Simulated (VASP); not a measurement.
A run of VASP 6.6.1:

Contents of POSCAR:

```
GaSb
1.0
    4.3260790000      0.0000000000      0.0000000000
    2.1630395000      3.7464943128      0.0000000000
    2.1630395000      1.2488314376      3.5322287123
Ga Sb
1 1
Direct
    0.0000000000      0.0000000000      0.0000000000
    0.2500000000      0.2500000000      0.2500000000
```

File INCAR.step1:

```
PREC = Accurate ; ENCUT = 520
ISMEAR = 0 ; SIGMA = 0.01
LREAL = F ; LASPH = T
NELM = 100 ; NBANDS = 16
GGA = PE ; ALGO = Normal
EDIFF = 1E-4 ; LWAVE = T
LCHARG = F
```

File INCAR.step2:

```
PREC = Accurate ; ENCUT = 520
EDIFF = 1E-6 ; ISMEAR = 0
SIGMA = 0.01 ; LREAL = F
LASPH = T ; NELM = 100
ALGO = Normal ; ISIF = 2
LWAVE = F ; LCHARG = F
METAGGA = R2SCAN ; LMIXTAU = T
NBANDS = 16 ; ISTART = 1
```

Contents of KPOINTS:

```
regular mesh
0
Gamma
  5 5 5
```

Potentials or basis: VASP PAW PBE potentials, release 64 (Ga_d, Sb).

Launch:

```sh
$ cat potpaw_PBE.64/Ga_d/POTCAR potpaw_PBE.64/Sb/POTCAR > POTCAR
$ cp INCAR.step1 INCAR
$ mpirun -np 1 vasp_std > vasp.out
$ cp INCAR.step2 INCAR
$ mpirun -np 1 vasp_std > vasp.out
```

Hardware: 1 thread of Intel(R) Xeon(R) 6975P-C (Granite Rapids) (shared host).

Q: How long does it take, and how much memory?

A: It took 16 s on 1 thread of Intel(R) Xeon(R) 6975P-C (Granite Rapids), on a shared host, peak memory 0.18 GiB. Counts: scf iterations 7, k points 10.
